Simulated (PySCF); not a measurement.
Norbornene, C7H10.
Numbering: `[CH:1]1=[CH:2][C@H:3]2[CH2:4][CH2:5][C@@H:6]1[CH2:7]2` (hydrogens: H8 on C1; H9 on C2; H10 on C3; H11, H12 on C4; H13, H14 on C5; H15 on C6; H16, H17 on C7)

All values: wB97X-D/pcSseg-2 (PySCF, non-relativistic), on one gas-phase PBE0-D3(BJ)/def2-TZVP geometry that isn't relaxed in the solvent. The solvent is an IEF-PCM continuum (cavity from Bondi-type radii × 1.2). Specific hydrogen bonds and non-electrostatic terms are outside this model.

Gas phase at wB97X-D/pcSseg-2: HOMO -8.65 eV, LUMO 2.16 eV, dipole 0.40 D.

Question: What does the continuum do to the energy, the frontier levels and the dipole at wB97X-D/pcSseg-2 in chloroform?

Answer: 
```json
{"solvent": "chloroform", "ε": "4.711", "E(solvent) − E(gas) (kcal/mol)": "-1.02", "polarisation term (kcal/mol)": "-1.09", "distortion of the solute (kcal/mol)": "0.07", "HOMO (eV)": "-8.64", "LUMO (eV)": "2.18", "dipole (D)": "0.55"}
```

The polarisation term is half the interaction of the solute with the surface charges that it induces; the rest is the cost of distorting the solute's density. The sum is the electrostatic part of solvation alone.

Hardware: 2 threads, Intel Xeon at 2.50 GHz (x86_64), on a shared host. Cost: 2.8 min wall, 5.6 min CPU, 2.5 GiB resident at most. This is the whole shielding run at wB97X-D/pcSseg-2 in chloroform, SCF included.

The pairwise dispersion term of wB97X-D wasn't added to the energies; at a given geometry it leaves orbitals and properties as they are.
